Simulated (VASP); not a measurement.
Crystal: Si (a cell with a defect).

```
Si
1.0
     0.00000    8.16555    8.16555
     8.16555    0.00000    8.16555
     8.16555    8.16555    0.00000
Si
53
Direct
  0.16667 0.16667 0.50000
  0.16667 0.16667 0.83333
  0.16667 0.50000 0.16667
  0.16667 0.50000 0.50000
  0.16667 0.50000 0.83333
  0.16667 0.83333 0.16667
  0.16667 0.83333 0.50000
  0.16667 0.83333 0.83333
  0.50000 0.16667 0.16667
  0.50000 0.16667 0.50000
  0.50000 0.16667 0.83333
  0.50000 0.50000 0.16667
  0.50000 0.50000 0.50000
  0.50000 0.50000 0.83333
  0.50000 0.83333 0.16667
  0.50000 0.83333 0.50000
  0.50000 0.83333 0.83333
  0.83333 0.16667 0.16667
  0.83333 0.16667 0.50000
  0.83333 0.16667 0.83333
  0.83333 0.50000 0.16667
  0.83333 0.50000 0.50000
  0.83333 0.50000 0.83333
  0.83333 0.83333 0.16667
  0.83333 0.83333 0.50000
  0.83333 0.83333 0.83333
  0.25000 0.25000 0.25000
  0.25000 0.25000 0.58333
  0.25000 0.25000 0.91667
  0.25000 0.58333 0.25000
  0.25000 0.58333 0.58333
  0.25000 0.58333 0.91667
  0.25000 0.91667 0.25000
  0.25000 0.91667 0.58333
  0.25000 0.91667 0.91667
  0.58333 0.25000 0.25000
  0.58333 0.25000 0.58333
  0.58333 0.25000 0.91667
  0.58333 0.58333 0.25000
  0.58333 0.58333 0.58333
  0.58333 0.58333 0.91667
  0.58333 0.91667 0.25000
  0.58333 0.91667 0.58333
  0.58333 0.91667 0.91667
  0.91667 0.25000 0.25000
  0.91667 0.25000 0.58333
  0.91667 0.25000 0.91667
  0.91667 0.58333 0.25000
  0.91667 0.58333 0.58333
  0.91667 0.58333 0.91667
  0.91667 0.91667 0.25000
  0.91667 0.91667 0.58333
  0.91667 0.91667 0.91667
```

The cell isn't the ideal one: grid = ENCUT=600 dk=0.35 cell=3x3x3 ISMEAR=0 SIGMA=0.05 LREAL=Auto EDIFF=1e-07.

Base run:

- Program: VASP 6.6.1
- Functional: LDA
- Potentials or basis: VASP PAW LDA potentials, release 64 (Si)
- Cutoff: 600 eV
- k mesh: 2 × 2 × 2
- Occupations: gaussian, width 0.05 eV
- Spin: no spin polarisation

Its results: band gap on the k mesh none (metal or under the smearing width); pressure -2.5 GPa; largest force 0.278 eV/Å.

Question: The run is repeated on the same cell with these changes: functional from LDA to PBE; potentials or basis from VASP PAW LDA potentials, release 64 (Si) to VASP PAW PBE potentials, release 64 (Si). What comes out?

Answer: Band gap on the k mesh none (metal or under the smearing width); pressure 0.7 GPa; largest force 0.290 eV/Å.
